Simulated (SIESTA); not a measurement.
A run of SIESTA 5.4.2 is set up as follows.

File PtSe2.fdf:

```
SystemName                      Sudovikovite
SystemLabel                     PtSe2
NumberOfSpecies                 2
NumberOfAtoms                   3
%block ChemicalSpeciesLabel
  1  78 Pt
  2  34 Se
%endblock ChemicalSpeciesLabel

LatticeConstant                 1.0 Ang
%block LatticeVectors
     3.7838710000    -0.0007540000     0.0000230000
    -1.8925880000     3.2765520000    -0.0000230000
     0.0000310000    -0.0000180000     5.7119690000
%endblock LatticeVectors
AtomicCoordinatesFormat         Fractional
%block AtomicCoordinatesAndAtomicSpecies
     0.0000000000     0.0000000000     0.0000000000  1  Pt
     0.6667230000     0.3332770000     0.7660220000  2  Se
     0.3332760000     0.6667240000     0.2339780000  2  Se
%endblock AtomicCoordinatesAndAtomicSpecies

%block kgrid.MonkhorstPack
    6   0   0  0.0
    0   6   0  0.0
    0   0   4  0.0
%endblock kgrid.MonkhorstPack
XC.Functional                   GGA
XC.Authors                      PBE
PAO.BasisSize                   DZP
PAO.EnergyShift                 0.003 Ry
Mesh.Cutoff                     1200 Ry
OccupationFunction              FD
ElectronicTemperature           0.05 eV
MaxSCFIterations                120
SCF.MustConverge                false
SCF.Mixer.Method                Pulay
SCF.Mixer.Weight                0.25
SCF.Mixer.History               8
SCF.DM.Tolerance                1.0e-05
SCF.H.Tolerance                 1.0e-04 eV
WriteForces                     true
Charge.Mulliken                 end
MD.TypeOfRun                    FC
FC.First                        1
FC.Last                         3
FC.Displacement                 0.04 Bohr
%block PolarizationGrids
  14 4 3
  4 14 3
  4 4 10
%endblock PolarizationGrids
BornCharge                      true
%block PAO.Basis
  Pt 5
  n=5 0 2
    2.732 0.000
  n=6 0 2
    7.326 0.000
  n=5 1 2
    3.260 0.000
  n=6 1 1
    7.326
  n=5 2 2
    5.692 0.000
  Se 4
  n=4 0 2
    5.139 0.000
  n=4 1 2
    6.735 0.000
  n=3 2 2
    2.657 0.000
  n=4 2 1
    6.735
%endblock PAO.Basis
```

File vibra.fdf:

```
SystemLabel                     PtSe2
NumberOfAtoms                   3
LatticeConstant                 1.0 Ang
%block LatticeVectors
     3.7838710000    -0.0007540000     0.0000230000
    -1.8925880000     3.2765520000    -0.0000230000
     0.0000310000    -0.0000180000     5.7119690000
%endblock LatticeVectors
AtomicCoordinatesFormat         NotScaledCartesianAng
%block AtomicCoordinatesAndAtomicSpecies
     0.0000000000     0.0000000000     0.0000000000 1 195.0840
     1.8920615205     1.0914829234     4.3755015866 2 78.9710
    -0.0007531970     2.1843003539     1.3364674134 2 78.9710
%endblock AtomicCoordinatesAndAtomicSpecies
SuperCell_1                     0
SuperCell_2                     0
SuperCell_3                     0
AtomicDispl                     0.04 Bohr
BandLinesScale                  ReciprocalLatticeVectors
%block BandLines
  1  0.0 0.0 0.0  \Gamma
%endblock BandLines
```

Potentials or basis: PseudoDojo 0.4 standard (PBE files), DZP (energy shift 0.003 Ry; two zetas on semicore shells).

The run is started by

```sh
$ siesta < PtSe2.fdf > PtSe2.out 2>&1
$ vibra < vibra.fdf > vibra.out
```

Question: Estimate the highest phonon frequency at Γ, LO-TO splitting left out.

Answer: 229 cm⁻¹.

Question: Estimate the largest force.

Answer: 0.006 eV/Å.

Phonon frequencies in cm⁻¹ (negative: imaginary):
```
              q point                    frequencies
(0.000, 0.000, 0.000)  0 0 0 170 171 203 218 218 229
```

Caveat: no splitting of longitudinal and transverse optical modes; the basis of atomic orbitals isn't converged, which shifts pressures, moduli and gaps. Spin-orbit coupling is left out, which matters for the levels of Pt.
